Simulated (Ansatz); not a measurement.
Maleic anhydride, C4H2O3, relaxed with RKS PBE-D4/def2-SVP in the Gaussian-basis code of Ansatz from a rough embedded geometry. The force threshold is 0.03 eV/Å; the program also tests the step.

Total charge 0; spin multiplicity 1.

Start:

```xyz
9

O     2.481    0.005    0.313
C     1.234    0.153    0.193
C     0.349   -0.844   -0.394
C    -0.846   -0.406   -0.235
C    -0.804    0.930    0.300
O    -1.787    1.652    0.527
O     0.481    1.188    0.605
H     0.724   -1.797   -0.713
H    -1.833   -0.882   -0.595
```

```
step  energy (eV)  largest force (eV/Å)  largest move (Å)
   1  -10302.0112                 4.274             0.000
   2  -10302.5587                 1.929             0.065
   3  -10302.6420                 0.692             0.080
   4  -10302.6781                 0.161             0.046
   5  -10302.6798                 0.038             0.006
   6  -10302.6799                 0.030             0.009
   7  -10302.6800                 0.007             0.002
```

End:

```xyz
9

O     2.473    0.106    0.333
C     1.277    0.127    0.204
C     0.358   -0.906   -0.364
C    -0.900   -0.428   -0.295
C    -0.845    0.933    0.320
O    -1.735    1.705    0.563
O     0.495    1.216    0.601
H     0.724   -1.865   -0.751
H    -1.845   -0.889   -0.610
```

Run time 9.5 s (4 threads of an Arm Neoverse V1 on a shared host); peak host memory 0.21 GiB.
